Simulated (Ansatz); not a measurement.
Pressure series in Sb2Te3

Consider Sb₂Te₃ in the Bi2Te3 type structure (space group R-3m, No. 166; a = 4.286 Å, c = 30.930 Å (hexagonal axes)).

Cell and atoms are relaxed at each pressure.

All numbers come from r2SCAN+rVV10 in Ansatz (plane waves to 500 eV, PAW, scalar-relativistic without spin-orbit coupling).

Two rows of this table had their results exchanged by mistake.

| pressure | volume per atom (Å³) | shortest distance (Å) | band gap |
|---|---|---|---|
| pressure −1 GPa | 34.30 | 3.011 | 0.47 eV |
| pressure 0.3 GPa | 32.48 | 2.998 | 0.23 eV |
| pressure 0.7 GPa | 32.11 | 2.994 | 0.19 eV |
| pressure 1.5 GPa | 29.46 | 2.954 | zero |
| pressure 3 GPa | 30.49 | 2.972 | zero |
| pressure 5 GPa | 31.47 | 2.986 | 0.10 eV |
| pressure 7.5 GPa | 28.42 | 2.934 | zero |
| pressure 10 GPa | 27.52 | 2.915 | zero |

Task: Which two?

Result: The rows for pressure 1.5 GPa and pressure 5 GPa: the volume has to fall steadily with pressure, so 31.47 Å³ belongs to pressure 1.5 GPa and 29.46 Å³ to pressure 5 GPa.

The mesh was chosen for an insulator and is coarse for the gapless case. With Sb and Te present, leaving out spin-orbit coupling can change the band edges. Load acts through the strain it causes; cell and atoms are relaxed under it. Whether these cells are dynamically stable was not tested. No other phases were tried under pressure. The final runs are not spin-polarised. A zero or small gap of Sb2Te3 can be the functional's error rather than a property of the material.

Ansatz is a program for electronic structure.
